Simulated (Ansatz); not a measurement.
A 2-atom cell of KI (Pm-3m) from a materials database, relaxed with r2SCAN in Ansatz 0.2.0. It is cubic, Pm-3m (No. 221); a = 4.291 Å in the conventional setting, 39.51 Å³ an atom. K is surrounded by 8 I at 3.72 Å; I is surrounded by 8 K at 3.72 Å.

The axes x, y and z are those of this cell:
```
K I
1.0
     4.29109    0.00000    0.00000
     0.00000    4.29109    0.00000
     0.00000    0.00000    4.29109
K I
1 1
Direct
  0.00000 0.00000 0.00000
  0.50000 0.50000 0.50000
```

Unstrained: PBE gives an indirect gap of 3.334 eV, from M to Γ; the least direct gap is 3.694 eV at Γ. With r2SCAN the valence top lies at M and the conduction bottom at Γ, 4.042 eV higher; the smallest vertical gap, at Γ, is 4.410 eV. HSE06 gives an indirect gap of 4.310 eV, from M to Γ; the least direct gap is 4.701 eV at Γ. Meshes: PBE 6×6×6, r2SCAN 6×6×6, HSE06 4×4×4. Strains are changes of length per length. After each strain the atoms were relaxed again with r2SCAN within the symmetry that the strain leaves, so tilts or polar shifts that break it weren't tested; points keep the names that they have in the unstrained zone. No spin polarisation and no zero-point or thermal motion.

Question: One strain changed the r2SCAN stress by xx -0.71, yy -0.71, zz -0.71 GPa (compression positive) and the gap by -0.133 eV (PBE), -0.151 eV (r2SCAN), -0.144 eV (HSE06). Which kind of strain was it, and roughly how large?

Answer: Isotropic +1.87 % on every length. The pattern of the stress gives the kind; the size needs the stiffness, so it is an estimate.

Question: Apply uniaxial -2.49 % along z, other directions held. How far does the gap move, against the unstrained cell?

Answer: PBE: the gap goes from 3.334 to 3.294 eV (-0.040 eV). r2SCAN: the gap goes from 4.042 to 4.004 eV (-0.038 eV). HSE06: the gap goes from 4.310 to 4.271 eV (-0.039 eV). The r2SCAN energy rises by 3.0 meV an atom.

Question: One strain changed the r2SCAN stress by xx -0.53, yy -0.05, zz -0.05 GPa (compression positive) and the gap by -0.068 eV (PBE), -0.074 eV (r2SCAN), -0.072 eV (HSE06). Which kind of strain was it, and roughly how large?

Answer: Uniaxial +1.52 % along x, other directions held. The pattern of the stress gives the kind; the size needs the stiffness, so it is an estimate.

Question: Apply uniaxial +5.66 % along y, other directions held. How far does the gap move, against the unstrained cell?

Answer: PBE: the gap goes from 3.334 to 3.063 eV (-0.271 eV). r2SCAN: the gap goes from 4.042 to 3.741 eV (-0.301 eV). HSE06: the gap goes from 4.310 to 4.022 eV (-0.288 eV). The r2SCAN energy rises by 12.6 meV an atom.

Spin-orbit coupling is left out, which matters wherever the heavy atoms make up the band edges.

The meshes of the hybrids are coarse, so their gaps aren't converged to the digits shown.
